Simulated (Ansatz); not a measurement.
## FeGe2 and the effect of the functional

The cell as given:

```cif
data_structure
_symmetry_space_group_name_H-M 'I4/mcm'
_symmetry_Int_Tables_number 140
_cell_length_a 5.9191
_cell_length_b 5.9191
_cell_length_c 4.9028
_cell_angle_alpha 90.000
_cell_angle_beta 90.000
_cell_angle_gamma 90.000
_cell_volume 171.77
loop_
_atom_site_label
_atom_site_type_symbol
_atom_site_symmetry_multiplicity
_atom_site_Wyckoff_symbol
_atom_site_fract_x
_atom_site_fract_y
_atom_site_fract_z
_atom_site_occupancy
Ge1 Ge 8 h 0.84511 0.34511 0.50000 1
Fe1 Fe 4 a 0.00000 0.00000 0.25000 1
```

The cell is a database's computed one, not the measured one.

Kept alike: task relaxation of cell and atoms; k mesh 5 × 5 × 5; occupations fermi-dirac, width 0.05 eV; collinear spin, ferromagnetic start. Program: Ansatz, Ansatz PAW. Cutoffs run from 420 to 500 eV. The mesh is that of the run's cell of 6 atoms. No spin-orbit coupling.

| run | volume (Å³/atom) | largest site moment (μB) |
| --- | --- | --- |
| A | 13.692 | 1.13 |
| B | 14.315 | 1.92 |
| C | 15.584 | 1.64 |

The relaxations keep at least the cell's symmetry (I4/mcm). For a metal such a mesh leaves the last digits unconverged. Relaxations stop with a little pressure left, so the last digits of a volume or edge aren't settled. Ansatz's relaxations hold a Pulay term in the stress (up to 0.1 GPa here). The runs hold the magnetic state that their start led to, which needn't be the lowest. Site moments count inside each atom's sphere or projector. All rows use potentials made for PBE.

**Question.** The runs differ in the functional (and the cutoff that goes with it) alone: BLYP; PBEsol; r2SCAN. Which run is which?

**Answer.** Run A is PBEsol; run B is r2SCAN; run C is BLYP. The volume runs from 13.692 (PBEsol) to 15.584 Å³/atom (BLYP). The largest site moment runs from 1.13 (PBEsol) to 1.92 μB (r2SCAN).
